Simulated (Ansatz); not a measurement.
C4H6 can be A, `C1[C@H]2C[C@@H]12`, or B, `C1=CCC1`.

Isolated molecules relaxed with PBE0-D4/def2-TZVP in Ansatz; ΔE leaves out vibrations. CCSD(T)/CBS is the MP2 limit (def2-TZVPP, def2-QZVPP) plus CCSD(T) − MP2 in def2-TZVPP, frozen cores. DFT in def2-TZVPP.

A:

Z-matrix (Å, degrees):
```
C
C 1 1.489
C 1 1.489 2 59.5
H 1 1.086 2 117.0 3 -106.9
H 1 1.091 2 119.1 3 108.5
C 2 1.489 1 98.3 3 -48.6
H 2 1.078 1 130.1 3 118.8
H 3 1.078 1 130.1 2 -118.8
H 6 1.091 2 119.1 1 -59.9
H 6 1.086 2 117.0 1 155.5
```

B:

```xyz
10

C     0.787   -0.233   -0.789
C     0.362    0.984   -0.443
C    -0.610    0.474    0.590
C    -0.114   -0.947    0.186
H     1.514   -0.593   -1.508
H     0.615    1.985   -0.775
H    -1.667    0.666    0.386
H    -0.397    0.757    1.625
H     0.390   -1.501    0.983
H    -0.879   -1.591   -0.256
```

Question: Which is lower in electronic energy at CCSD(T)/CBS, and by how much? (Estimate.)

Answer: Computed: B, by 15.4 kcal/mol.

Question: Give E(B) − E(A) in kcal/mol with CCSD(T)/def2-TZVPP, CCSD(T)/def2-SVP, PBE-D4, HF/def2-TZVPP, r2SCAN-D4, B2PLYP, BLYP-D4. (Best estimate.)

Answer: Ansatz gave: CCSD(T)/def2-TZVPP -15.3, CCSD(T)/def2-SVP -14.2, PBE-D4 -12.6, HF/def2-TZVPP -17.7, r2SCAN-D4 -11.7, B2PLYP -15.1, BLYP-D4 -17.6. None reverses the order clearly.

Question: Does the order hold for the free energy at 298.15 K (harmonic terms from PBE0-D4)? (Estimate.)

Answer: Ansatz gave: Yes: G(B) − G(A) = -15.5 kcal/mol.

Largest T1 diagnostic: 0.010.

In def2-TZVPP, CCSD(T) changes the Hartree–Fock value by +2.3 kcal/mol (the triples alone add −0.0 kcal/mol) and MP2 by +5.8 kcal/mol. From BLYP to BHLYP (50 % exact exchange), in def2-TZVPP and without D4, E(B) − E(A) moves by +1.4 kcal/mol.
